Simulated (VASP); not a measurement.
Input of a VASP 6.6.1 run:

INCAR

```
  PREC = Accurate
  ENCUT = 520
  EDIFF = 1E-6
  ISMEAR = 0
  SIGMA = 0.02
  LREAL = False
  LASPH = True
  NELM = 60
  ALGO = Normal
  ISIF = 2
  LWAVE = False
  LCHARG = True
  GGA = PS
  LELF = True
  LVHAR = True
  NBANDS = 16
```

KPOINTS

```
regular mesh
0
Gamma
  8 8 8
```

Contents of POSCAR:

```
InP
1.0
    0.0000000000      2.9305000000      2.9305000000
    2.9305000000      0.0000000000      2.9305000000
    2.9305000000      2.9305000000      0.0000000000
In P
1 1
Direct
    0.0000000000      0.0000000000      0.0000000000
    0.2500000000      0.2500000000      0.2500000000
```

Potentials or basis: VASP PAW PBE potentials, release 64 (In_d, P).

Command:

```console
$ cat potpaw_PBE.64/In_d/POTCAR potpaw_PBE.64/P/POTCAR > POTCAR
$ mpirun -np 1 vasp_std > vasp.out
```

Problem. Estimate the pressure.

Solution. 0.6 GPa.

Problem. What does it give for the band gap on the k mesh?

Solution. 0.61 eV, direct.

Caveat: the PAW data sets were made with another functional, which shifts forces and pressure a little; spin-orbit coupling is left out, which moves the levels of the heavy elements.

**What was measured.**

A printed reference work, data compilation reports, for a bulk crystal of InP at 1.6 K: band gap 1.4236 eV (direct).

A measured gap of InP is 1.4236 eV (direct; 1.6 K; a printed reference work, data compilation); the calculated 0.61 eV misses it by -0.81 eV. Spin-orbit coupling on In is left out. The value is that of PBEsol, without temperature or zero-point motion. Semilocal functionals fall short of measured gaps as a rule.
